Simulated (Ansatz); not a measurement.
The system is Ag.

```
Ag
1.0
     0.00000    2.04275    2.04275
     2.04275    0.00000    2.04275
     2.04275    2.04275    0.00000
Ag
1
Direct
  0.00000 0.00000 0.00000
```

Base run:

- Program: Ansatz 0.2.0
- Functional: RPBE
- Potentials or basis: all-electron LAPW, scalar-relativistic
- Cutoff: 241 eV
- Density cutoff: 962 eV
- Basis error allowed: 0.001 eV/atom
- k mesh: 11 × 11 × 11
- Occupations: gaussian, width 0.05 eV
- Spin: no spin polarisation

Its results: band gap on the k mesh none (metal or under the smearing width); pressure 8.4 GPa.

Q: The run is repeated on the same cell with these changes: functional from RPBE to PBE. What comes out?

A: Band gap on the k mesh none (metal or under the smearing width); pressure 4.3 GPa.

PBE binds more tightly than RPBE, so the same cell stands under less pressure.

Not every run made on this cell is shown here.
